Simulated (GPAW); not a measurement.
The system is BP.

```xyz
2
Lattice="0.0000 2.2690 2.2690 2.2690 0.0000 2.2690 2.2690 2.2690 0.0000" Properties=species:S:1:pos:R:3 pbc="T T T"
P     1.1345    1.1345    1.1345
B     0.0000    0.0000    0.0000
```

Base run:

```yaml
Program: GPAW 26.7.0
Functional: revTPSS
Potentials_or_basis: GPAW PAW data sets (gpaw-data 1.2.1)
Cutoff: 800 eV
Basis: pw
k_mesh: 10 × 10 × 10
Occupations: fermi-dirac, width 0.05 eV
Spin: no spin polarisation
```

Its results: band gap on the k mesh 1.18 eV, indirect (least direct gap 3.54 eV).

Problem. The run is repeated on the same cell with these changes: functional from revTPSS to vdW-DF2. What comes out?

Solution. Band gap on the k mesh 1.65 eV, indirect (least direct gap 3.62 eV).

Not every run made on this cell is shown here.
